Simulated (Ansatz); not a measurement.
**ZnS: compression at zero temperature**

How does ZnS compress? Cell and atoms are relaxed at 6 pressures between -2 and 40 GPa.

Program: Ansatz 0.2.0. Level of theory: DFT PBE, scalar-relativistic, plane waves, PAW. These are calculated values, not measurements.

2 further runs of the same task are left out: 2 set aside as unsound or not needed.

## (1) Starting point

The structure is hexagonal, space group P6_3mc (No. 186). Conventional cell: a = 3.844 Å, b = 3.844 Å, c = 6.305 Å, α = 90.00°, β = 90.00°, γ = 120.00°. Zn (site symmetry 3m) has 4 S at 2.36 Å as nearest neighbours. S (site symmetry 3m) is surrounded by 4 Zn at 2.36 Å.

As a file:

```cif
data_structure
_symmetry_space_group_name_H-M 'P 1'
_symmetry_Int_Tables_number 1
_cell_length_a 3.8441
_cell_length_b 3.8441
_cell_length_c 6.3046
_cell_angle_alpha 90.000
_cell_angle_beta 90.000
_cell_angle_gamma 120.000
_cell_volume 80.68
loop_
_atom_site_label
_atom_site_type_symbol
_atom_site_fract_x
_atom_site_fract_y
_atom_site_fract_z
_atom_site_occupancy
Zn1 Zn 0.33333 0.66667 0.00027 1
Zn2 Zn 0.66667 0.33333 0.50027 1
S1 S 0.33333 0.66667 0.37473 1
S2 S 0.66667 0.33333 0.87473 1
```

It goes back to an entry of the Materials Project.

This cell was relaxed beforehand with the same method: volume 20.17 Å³/atom, gap on the mesh 2.08 eV.

## (2) -2 GPa

The input, input.yaml:

```yaml
crystal:
  lattice:
    - [3.8693554325, 0.0, 0.0]
    - [-1.9346777162, 3.3509601008, 0.0]
    - [0.0, 0.0, 6.3461186523]
  atoms:
    - { symbol: Zn, position: [0.3333333333, 0.6666666667, 0.0002666736] }
    - { symbol: Zn, position: [0.6666666667, 0.3333333333, 0.5002666736] }
    - { symbol: S, position: [0.3333333333, 0.6666666667, 0.3747333264] }
    - { symbol: S, position: [0.6666666667, 0.3333333333, 0.8747333264] }
basis:
  ecutwfc: 420
kpoints:
  mp_grid: { grid: [12, 12, 6] }
hamiltonian:
  xc: pbe
scf:
  occupations: { method: gaussian, width: 0.02 }
output:
  forces: true
  stress: true
  eigenvalues: true
  write_density: true
  write_potential: true
  elf: true
  volumetric_format: npy
relax:
  adjacent_minimum: "off"
  f_tol: 0.008
  max_steps: 50
  cell: { stress_tol: 0.08, p_target: -2.0 }
```

On the command line:

```sh
ansatz run input.yaml --threads 1 --pin off --max-ram 2560MiB --backend cpu --events-out ev --progress --plain --runs-dir out
```

Further runs follow: the gap over the whole zone at -2 GPa; relaxing at 2 GPa; band edges over the zone at 2 GPa; relaxing at 5 GPa; the gap over the whole zone at 5 GPa; relaxing at 10 GPa; seeking the band edges at 10 GPa; 20 GPa; band edges over the zone at 20 GPa; relaxing at 40 GPa; seeking the band edges at 40 GPa.

**Question.** What will these runs give? Wanted: bulk modulus B0; B0'.

**Answer**, as computed:

| quantity | value |
| --- | --- |
| volume at 40 GPa | 14.95 Å³/atom, V/V0 = 0.741 |
| bulk modulus B0 (third-order Birch-Murnaghan) | 70 GPa |
| B0' | 4.3 |
| gap at 0 and 40 GPa | 2.08 eV; 2.90 eV |

Up to 40 GPa the volume falls by 25.9 %. The points follow one equation of state, B0 = 70 GPa. The cell gives way unevenly: a -10.4 %, b -10.4 %, c -7.7 %. The gap goes from 2.08 eV at zero pressure to 2.90 eV at 40 GPa. Other structures may take over in this range; these runs cannot find them.
